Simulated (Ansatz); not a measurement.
## Lattice dynamics of BeS (F-43m)

Aim: the phonons of BeS (F-43m) at a cell relaxed beforehand at this level. After the zone centre comes a 4×4×4 q mesh on a 8×8×8 k mesh.

Main program and level: Ansatz 0.2.0; DFT LDA, scalar-relativistic, plane waves, PAW; PAW set soft_1.

The database entry behind the starting cell differs from later determinations by our own check (0.1 to 0.3 % short, probably kX units), so it need not match the best structure at ambient conditions.

**1. Starting point**

It takes space group F-43m (No. 216, cubic). The conventional cell has a = 4.796 Å, b = 4.796 Å, c = 4.796 Å, α = 90.00°, β = 90.00°, γ = 90.00°. Nearest to Be lie 4 S at 2.08 Å. Nearest to S lie 4 Be at 2.08 Å. Farther neighbours and most contacts between anions are not listed.

**2. Modes at Γ**

The cell comes from relaxations at this level that are not shown. The zone centre comes first: it holds the modes that light can see, as far as symmetry allows. The response to a homogeneous field gives the Born charges and the dielectric tensor.

input.yaml reads:

```yaml
crystal:
  lattice:
    - [0.0, 2.3980410809, 2.3980410809]
    - [2.3980410809, 0.0, 2.3980410809]
    - [2.3980410809, 2.3980410809, 0.0]
  atoms:
    - { symbol: Be, position: [0.0, 0.0, 0.0] }
    - { symbol: S, position: [0.25, 0.25, 0.25] }
kpoints:
  mp_grid: { grid: [8, 8, 8] }
hamiltonian:
  xc: lda
  pseudopotentials: { kind: paw, azcp: { folder: soft_1 }, xc_functional: pbe }
scf:
  occupations: { method: fixed }
output:
  eigenvalues: true
phonons:
  method: dfpt
  dielectric: true
  rigid_motions: translations
```

Command:

```sh
ansatz run input.yaml --threads 4 --pin off --max-ram 10240MiB --backend cpu --events-out ev --progress --plain --runs-dir out
```

Numbers of over 12 decimals in the logs are rounded to 6 here.

What it wrote:

```text
Engine: ansatz 0.2.0, aarch64-unknown-linux-gnu
Pseudopotentials: kind: paw
Pseudopotential: Be, paw, valence charge 2, recommended cutoff 420 eV (normal), soft_1/Be.paw.azcp
Pseudopotential: S, paw, valence charge 6, recommended cutoff 420 eV (normal), soft_1/S.paw.azcp
Functional definition: SPW92
  exchange = slater_x
  correlation = pw_c
Crystal: 2 atoms, lattice volume = 27.580 Å³
Basis set: ecut = 420 eV, 537 PW (Γ), exchange–correlation on 48×48×48 points (8 copies of the dense FFT grid, shifted against one another)
Bands: 8, of which v1, the nominal top of the filled ones, is band 4 counted from 1 (3 counted from 0)
Symmetry: 24 space group operations
k-points: 95 of 512 (irreducible under 4 space group operations, time reversal used)
Non-local potential: Be, projectors of the file, l = 0: 2, l = 1: 2, l = 2: 1
Non-local potential: S, projectors of the file, l = 0: 2, l = 1: 2, l = 2: 1
PAW form: soft (Blöchl's): semilocal exchange-correlation on the pseudo side does not see the compensation charge
PAW frozen core: Be, regenerated for the run's functional, and the local potential with it (the file was generated under x = pbe(κ = 0.804, μ = 0.219515), c = pbe(β = 0.066725))
PAW frozen core: S, regenerated for the run's functional, and the local potential with it (the file was generated under x = pbe(κ = 0.804, μ = 0.219515), c = pbe(β = 0.066725))
PAW one-centre angular grid: Be, 110 points (default); XC on 64 Gauss nodes
PAW one-centre angular grid: S, 110 points (default); XC on 64 Gauss nodes
Initial density: superposition of atomic densities (chi_scale 0.1, normalization cell, long waves kept (reshape's long-wave potential 0.00 eV rms))
Initial wavefunctions: pseudopotential atomic-orbital guess
Functional: x = slater, c = lda
SCF iter   1: F=—  HF=-960.233470 eV  |F-HF|=—  |Δ(HF+E_count)|=         —  Δρ=4.61e-2  dr2=5.71e-1  ethr=3.10e-3  ⟨swp⟩=4.8  Hψ=5562  notcnv=0  defer=130
preconditioner: auto → none  [insulator: Δε(μ)=3.219 eV  Ē_g=12.979 eV  n_scr=0 (ndim 8)  ℏωp=20.0 eV  f_vac=0.000  ε∞_Penn≈3.4]
SCF iter   2: F=—  HF=-960.044924 eV  |F-HF|=—  |Δ(HF+E_count)|=   1.89e-1  Δρ=1.89e-2  dr2=8.19e-2  ethr=3.10e-3  ⟨swp⟩=2.8  Hψ=1921  notcnv=0  defer=171
SCF iter   3: F=—  HF=-960.020110 eV  |F-HF|=—  |Δ(HF+E_count)|=   2.48e-2  Δρ=3.38e-3  dr2=4.67e-3  ethr=1.02e-3  ⟨swp⟩=3.0  Hψ=1331  notcnv=0  defer=179
SCF iter   4: F=—  HF=-960.018567 eV  |F-HF|=—  |Δ(HF+E_count)|=   1.54e-3  Δρ=9.17e-4  dr2=1.57e-4  ethr=5.84e-5  ⟨swp⟩=2.5  Hψ=1279  notcnv=0  defer=179
SCF iter   5: F=—  HF=-960.018556 eV  |F-HF|=—  |Δ(HF+E_count)|=   1.12e-5  Δρ=1.50e-4  dr2=8.11e-6  ethr=1.96e-6  ⟨swp⟩=2.3  Hψ=1135  notcnv=0  defer=179
SCF iter   6: F=—  HF=-960.018554 eV  |F-HF|=—  |Δ(HF+E_count)|=   2.26e-6  Δρ=5.88e-6  dr2=7.29e-9  ethr=1.01e-7  ⟨swp⟩=2.5  Hψ=1155  notcnv=0  defer=1
SCF iter   7: F=—  HF=-960.018554 eV  |F-HF|=—  |Δ(HF+E_count)|=   1.45e-7  Δρ=5.58e-7  dr2=6.90e-11  ethr=1.25e-12  ⟨swp⟩=7.1  Hψ=5788  notcnv=0
SCF iter   8: F=-960.018554 eV  HF=-960.018554 eV  |F-HF|=1.14e-13  |Δ(HF+E_count)|=  1.44e-11  Δρ=2.89e-8  dr2=3.07e-13  ethr=1.00e-12  ⟨swp⟩=4.1  Hψ=3409  notcnv=0
SCF 1 converged in 8 iterations: F = -960.018554 eV  dr2 = 3.07e-13
  greatest PAW one-centre occupation: 0.840 electrons in one spin orbital (limit 2), on the S atom at site 1 (counted from 0), in its partial waves of l = 0
DFPT response loops at Γ: preconditioner auto → none (the input reference at scf.mixing.eps_inf says where Resta's filter doesn't serve); β = 0.50; Broyden in place of MSR1
── the response to a field inside a basis, on 8×8×8 k-points: an SCF that follows is theirs, and a resumed run solves both again ──
Bands: 5, of which v1, the nominal top of the filled ones, is band 4 counted from 1 (3 counted from 0)
k-points: 60 of 512 (irreducible under 6 space group operations, time reversal used)
Initial density: handed on by an earlier stage of this run
Initial wavefunctions: pseudopotential atomic-orbital guess (no wavefunctions were taken with the density)
Eigensolver: Dense (60 Hₖ)
SCF iter   1: F=—  HF=-960.018778 eV  |F-HF|=—  |Δ(HF+E_count)|=         —  Δρ=1.77e-4  dr2=9.63e-7  ethr=1.00e-1
preconditioner: auto → none  [insulator: Δε(μ)=3.086 eV  Ē_g=10.463 eV  n_scr=0 (ndim 8)  ℏωp=20.0 eV  f_vac=0.000  ε∞_Penn≈4.7]
SCF iter   2: F=—  HF=-960.018779 eV  |F-HF|=—  |Δ(HF+E_count)|=   8.75e-7  Δρ=8.95e-5  dr2=2.44e-7  ethr=1.20e-8
SCF iter   3: F=-960.018780 eV  HF=-960.018780 eV  |F-HF|=2.23e-9  |Δ(HF+E_count)|=   3.02e-7  Δρ=2.76e-6  dr2=2.86e-9  ethr=3.05e-9
SCF 1 converged in 3 iterations: F = -960.018780 eV  dr2 = 2.86e-9
DFPT response loops at Γ: mixed as the last ones told, above
SCF converged after 8 iterations
Free energy (F): -960.018554 eV
Harris-Foulkes:  -960.018554 eV  (|F-HF|=1.14e-13)
Internal energy: -960.018554 eV  (E = F + TS)
E sigma→0 (E₀):  -960.018554 eV
Fermi energy:    5.554626 eV
--- Per-component energies (eV) ---
  E_band       = 2.153731
  E_kinetic    = 128.903461
  E_local      = -117.866616  (includes V_loc(G=0)·N_el)
  E_nonlocal   = 39.538695
  E_hartree    = 34.193084
  E_xc         = -109.287385
  E_vxc        = -104.851641  (∫ρ·V_xc dr)
  E_paw        = -631.481046  (= ΣΔE_a)
  E_vpaw       = -11.956333  (= ΣTr[D̂ρ^β])
  E_aug_tail   = -0.000000  (compensation charges beyond the density's cutoff)
  E_ewald      = -304.202231
  E_core_change = 0.183485  (= ΣΔE_core)
  E_smearing   = -0.000000  (= −TS)
  E_closure    = 0.000000  (closes the sum)
  Σ components = -960.018554   (vs F -960.018554, Δ=0.00e0)
--- Band table (eV; the first three rows and the last of 95) ---
  k-point 0: bands = ["-8.3429", "5.5546", "5.5546", "5.5546", "11.0572", "11.0572", "11.0572", "11.4975"]
  k-point 1: bands = ["-8.1566", "4.2949", "5.3405", "5.3405", "11.0486", "11.4300", "11.4300", "12.7812"]
  k-point 2: bands = ["-7.6405", "2.1019", "4.9191", "4.9191", "11.0426", "11.9873", "11.9873", "14.8821"]
  k-point 94: bands = ["-5.9806", "1.1813", "1.4452", "1.9827", "11.8796", "13.4198", "13.9255", "14.5087"]
--- Phonons (Γ-DFPT): 2 representative perturbations + reference, on 95 of 512 k-points (Σ response iterations 6) ---
  k mesh reduced under 4 symmetry operations, with k and −k counted as one. Each operation leaves every solved perturbation unchanged. A smaller set is not considered because the run solves the response to a homogeneous field
  ASR residual: 1.469e-5 → 0.000e0 eV/Å²; symmetrization residual: 1.024e-7 eV/Å²
  ASR residual per site (eV/Å²): 2.80e-6 1.47e-5
  Γ frequencies (cm⁻¹): 0.00 0.00 0.00 592.74 592.74 592.74
  ε∞ (high-frequency dielectric tensor):
        5.428215     0.000000    -0.000000
        0.000000     5.428215     0.000000
       -0.000000     0.000000     5.428215
  ε⁰ (static dielectric tensor: ions relaxed, cell fixed):
        7.138478    -0.000000    -0.000000
       -0.000000     7.138478    -0.000000
       -0.000000    -0.000000     7.138478
  ε⁰ − ε∞ (ionic part):
        1.710263    -0.000000    -0.000000
       -0.000000     1.710263    -0.000000
       -0.000000    -0.000000     1.710263
  softest optical mode at Γ: 592.74 cm⁻¹; the repairs (sum rule, projections) moved no ω² at Γ by more than (0.38 cm⁻¹)²
  Born effective charges Z* (e; rows j = field, columns β = displacement):
    site 0:
         1.53925   -0.00000   -0.00000
        -0.00000    1.53925   -0.00000
        -0.00000    0.00000    1.53925
    site 1:
        -1.53925    0.00000    0.00000
         0.00000   -1.53925    0.00000
         0.00000   -0.00000   -1.53925
  Z* charge neutrality: 5.674e-6 e pre-enforcement
  solved inside a basis spanned on kpoints, on 8×8×8 k-points, its susceptibility summed on 12×12×12: ε∞ is read to err by 1.4e-2, Z* by 6.4e-3 e (field_mesh: kpoints solves on kpoints); Z* is corrected for what the basis lacks
  optical modes at Γ without the LO–TO term, one row a degenerate level:
      ω (cm⁻¹)  modes    IR ((D/Å)²/amu)
        592.74      3            23.3108
  optical modes at Γ + LO–TO along q̂ = [1.0000, 0.0000, 0.0000]:
      ω (cm⁻¹)  modes    IR ((D/Å)²/amu)
        592.74      2            15.5405
        679.74      1             7.7703
  optical modes at Γ + LO–TO along q̂ = [0.0000, 1.0000, 0.0000]:
      ω (cm⁻¹)  modes    IR ((D/Å)²/amu)
        592.74      2            15.5405
        679.74      1             7.7703
  optical modes at Γ + LO–TO along q̂ = [0.0000, 0.0000, 1.0000]:
      ω (cm⁻¹)  modes    IR ((D/Å)²/amu)
        592.74      2            15.5405
        679.74      1             7.7703
```

Elapsed: 5.1 s, on 4 threads of Arm Neoverse V1, shared host; peak memory 0.36 GiB.

In the SCF lines HF is the Harris–Foulkes energy and dr2 the Hartree energy of the density residual, in eV; the loop may stop once dr2 is under the threshold and the program's other checks hold. Hψ counts applications of the Hamiltonian.

This step gave:

| Property | Result |
| --- | --- |
| gap on the k-mesh | 2.825 eV |
| volume per atom | 13.79 Å³ |
| sum-rule residual before enforcement | 1.47e-5 eV/Å² |
| miss of the charge sum rule | 5.67e-6 e |
| estimated error of the dielectric tensor | 0.01397 |
| estimated error of the Born charges | 0.006417 e |
| point group | -43m |
| highest optical mode at the zone centre (no LO-TO term) | 592.7 cm⁻¹ |
| lowest optical zone-centre mode | 592.7 cm⁻¹ |
| mean high-frequency dielectric constant | 5.428 |
| largest Born charge (third of the trace) | 1.539 e |
| mean static dielectric constant | 7.138 |
| top of the zone-centre spectrum with the field | 679.7 cm⁻¹ |

Without the LO-TO term. Patterns of degenerate modes are one choice out of their space. Modes at Γ, with each element's share of the kinetic energy:

| mode | frequency (cm⁻¹) | symmetry | Be % | S % |
| --- | --- | --- | --- | --- |
| 1 | 0.0 | acoustic | 22 | 78 |
| 2 | 0.0 | acoustic | 22 | 78 |
| 3 | 0.0 | acoustic | 22 | 78 |
| 4 | 592.7 | T2 | 78 | 22 |
| 5 | 592.7 | T2 | 78 | 22 |
| 6 | 592.7 | T2 | 78 | 22 |

Displacements in mode 4 (592.7 cm⁻¹), the largest set to 1:
```
Be1  0.00  0.00  1.00
S2   0.00  0.00 -0.28
```

Optical modes at the zone centre, without and with the macroscopic field of the longitudinal modes; each column is sorted by frequency, so a row need not hold one and the same mode. Modes with and without the field, by row:

| rank among optical modes | no field (cm⁻¹) | q along (1, 0, 0) (cm⁻¹) |
| --- | --- | --- |
| 1 | 592.7 | 592.7 |
| 2 | 592.7 | 592.7 |
| 3 | 592.7 | 679.7 |

Born charge (rows field, columns displacement) (e), principal values of the symmetric part by kind of site:

| atom | atoms with these values | low | middle | high | mean |
| --- | --- | --- | --- | --- | --- |
| Be1 | 1 | 1.54 | 1.54 | 1.54 | 1.54 |
| S2 | 1 | -1.54 | -1.54 | -1.54 | -1.54 |

In full for S2:

```
-1.54  0.00  0.00
 0.00 -1.54  0.00
 0.00  0.00 -1.54
```

High-frequency dielectric tensor:

```
5.43 0.00 0.00
0.00 5.43 0.00
0.00 0.00 5.43
```

Static dielectric tensor (ions relaxed, fixed cell):

```
7.14 0.00 0.00
0.00 7.14 0.00
0.00 0.00 7.14
```

Transverse modes. Lines of the infrared spectrum (strongest = 100):

| position (cm⁻¹) | label | relative intensity |
| --- | --- | --- |
| 593 | T2 | 100 |

Before it was imposed, the acoustic sum rule was missed by 1.5e-5 eV/Å² and the charge sum rule by 5.7e-6 e. Small misses are needed for a sound result but don't prove that mesh and cutoff are converged. The lowest optical mode is real, 593 cm⁻¹.

(Part 1 of 2 ends here.)

[Logs are printed without paths, hosts, clocks, repeated set-up lines and the standing remarks that a program may print on its own settings, such as how far it seeks lower states.]

[Hosts, paths, dates, database ids (printed as entryN), source tags and the programs' standing remarks are cut or masked in the printed files.]
